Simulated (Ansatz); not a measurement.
Input of an Ansatz 0.2.0 run:

Contents of input.yaml:

```yaml
crystal:
  lattice:
    - [-1.6749232544, 1.6749232544, 5.7401081759]
    - [1.6749232544, -1.6749232544, 5.7401081759]
    - [1.6749232544, 1.6749232544, -5.7401081759]
  atoms:
    - { symbol: Nb, position: [0.2498808, 0.7498808, 0.5] }
    - { symbol: Nb, position: [0.4998808, 0.4998808, 0.0] }
    - { symbol: P, position: [0.83274777, 0.33274777, 0.5] }
    - { symbol: P, position: [0.08274777, 0.08274777, 0.0] }
hamiltonian:
  xc: pbe
  pseudopotentials: { kind: paw }
kpoints:
  mp_grid: { grid: [11, 11, 11] }
scf:
  occupations: { method: gaussian, width: 0.05 }
output:
  forces: true
  stress: true
  eigenvalues: true
  write_density: true
  write_potential: true
  elf: true
  volumetric_format: npy
```

Potentials or basis: Ansatz PAW.

Launch:

```sh
$ ansatz run input.yaml --threads 2 --pin off --max-ram 5632MiB --backend cpu --events-out ev --progress --plain --runs-dir out
```

Task: Estimate the pressure.

Result: -1.1 GPa.

Task: Predict the largest force.

Result: 0.019 eV/Å.

Stress tensor (GPa, compression positive):
```
-0.94  0.00  0.00
 0.00 -0.94  0.00
 0.00  0.00 -1.36
```
